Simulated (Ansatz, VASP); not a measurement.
## One calculation of SnO2, two programs

```
Sn O
1.0
     5.17526    0.00000    0.00000
     0.00000    5.17526    0.00000
     0.00000    0.00000    5.17526
Sn O
4 8
Direct
  0.00000 0.00000 0.00000
  0.50000 0.00000 0.50000
  0.50000 0.50000 0.00000
  0.00000 0.50000 0.50000
  0.66110 0.83890 0.16110
  0.83890 0.16110 0.66110
  0.16110 0.66110 0.83890
  0.33890 0.33890 0.33890
  0.66110 0.66110 0.66110
  0.83890 0.33890 0.16110
  0.16110 0.83890 0.33890
  0.33890 0.16110 0.83890
```

Measurements of this composition are mostly on another form, of space group No. 136.

Alike in both runs: functional PBE; k mesh 5 × 5 × 5; occupations fermi-dirac, width 0.05 eV; no spin polarisation.

```csv
,VASP,Ansatz
version,VASP 6.6.1,Ansatz 0.2.0
potentials or method,"VASP PAW PBE potentials, release 64 (Sn_d, O)",Ansatz PAW
plane-wave cutoff (eV),520,420
valence electrons in the cell,104,104
task,single point,band structure
```

VASP gave:

| Property | Result |
| --- | --- |
| gap on the k mesh at the Fermi level (eV) | 0.56 |
| least direct gap on the mesh (eV) | 0.62 |
| pressure (GPa) | 0.0 |

Which values does Ansatz return?

gap on the k mesh at the Fermi level (eV): 0.57; least direct gap on the mesh (eV): 0.63; pressure (GPa): -0.6.

With one functional, cell and mesh, what is left measures potentials, basis and numerics.

Caveats: spin-orbit coupling is left out, which moves the levels of the heavy elements; an odd mesh through Γ misses points on the zone boundary, where band edges often lie (VASP); the pressure holds a Pulay correction of +0.9 GPa for the finite cutoff (Ansatz). Expect the measured gap to be larger: semilocal functionals such as PBE lack the derivative discontinuity.
